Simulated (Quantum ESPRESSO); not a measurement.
Crystal: Ti.

```xyz
3
Lattice="4.5674 0.0000 0.0000 -2.2837 3.9555 0.0000 0.0000 0.0000 2.8262" Properties=species:S:1:pos:R:3 pbc="T T T"
Ti    2.2837    1.3185    1.4131
Ti    0.0000    2.6370    1.4131
Ti    0.0000    0.0000    0.0000
```

This isn't the form of Ti at room conditions, which is hcp.

Base run:

* Program: Quantum ESPRESSO 7.5
* Functional: PBE
* Potentials or basis: SG15 PBE 1.2
* Cutoff: 952 eV
* Density cutoff: 3810 eV
* k mesh: 7 × 7 × 9
* Occupations: fermi-dirac, width 0.05 eV
* Spin: no spin polarisation

Its results: band gap on the k mesh none (metal or under the smearing width); pressure 0.9 GPa.

Q: The run is repeated on the same cell with these changes: potentials or basis from SG15 PBE 1.2 to JTH 2.0 PBE; cutoff from 952 eV to 490 eV; density cutoff from 3810 eV to 2939 eV. What comes out?

A: Band gap on the k mesh none (metal or under the smearing width); pressure 1.3 GPa.

Caveats: some levels on the path didn't converge; the cutoff is low for these files, which shifts pressure and relaxed volume (some runs).
